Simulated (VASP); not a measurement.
Set up this calculation in VASP 6.6.1, as the native input.

```yaml
Task: relaxation of the atoms
Functional: PBEsol
Potentials_or_basis: VASP PAW PBE potentials, release 64 (Ca_sv, O)
Cutoff: 600 eV
k_mesh: 10 × 10 × 10
Occupations: gaussian, width 0.03 eV
Spin: no spin polarisation
Further_INCAR_settings: ALGO = Fast; EDIFF = 1e-07; IBRION = 2; EDIFFG = -0.01; NSW = 40
```

The structure of CaO (Lime) lies in POSCAR:

```
CaO                                     
1.0
    0.0000000000      2.4341534555      2.4341534555
    2.4341534555      0.0000000000      2.4341534555
    2.4341534555      2.4341534555      0.0000000000
  Ca              O             
     1     1
Direct
     0.0000000000000000    0.0000000000000000    0.0000000000000000
     0.5000000000000000    0.5000000000000000    0.5000000000000000
```

The cell isn't the ideal one: a relaxed cell with its volume scaled by 1.06.

One way to write it, as run:

INCAR

```
ALGO     = Fast           # electronic algorithm
EDIFF    = 1E-7           # SCF threshold, eV
EDIFFG   = -0.01          # ionic threshold
ENCUT    = 600            # plane-wave cutoff, eV
GGA      = PS             # functional
IBRION   = 2              # ionic algorithm
ISIF     = 2              # what is computed and relaxed
ISMEAR   = 0              # smearing method
LASPH    = T              # aspherical terms in the spheres
LCHARG   = F              # write CHGCAR
LREAL    = F              # projectors in reciprocal space
LWAVE    = F              # write WAVECAR
NELM     = 80             # most SCF steps
NSW      = 40             # ionic steps
PREC     = Accurate       # precision mode
SIGMA    = 0.03           # smearing width, eV
```

KPOINTS

```
k-points
0
Gamma
  10 10 10
```

Potentials or basis: VASP PAW PBE potentials, release 64 (Ca_sv, O).

Run with:

```sh
$ cat potpaw_PBE.64/Ca_sv/POTCAR potpaw_PBE.64/O/POTCAR > POTCAR
$ mpirun -np 1 vasp_std > vasp.out
```

Results of the run:

```json
{
  "Pressure after relaxing": "-5.9 GPa",
  "Band gap on the k mesh": "3.55 eV, indirect (least direct gap 3.94 eV)"
}
```

Caveat: the relaxation stopped at its first step, so nothing moved; the PAW data sets were made with another functional, which shifts forces and pressure a little.

It took 19 s on 1 thread of Intel(R) Xeon(R) 6975P-C (Granite Rapids), on a shared host, peak memory 0.16 GiB.
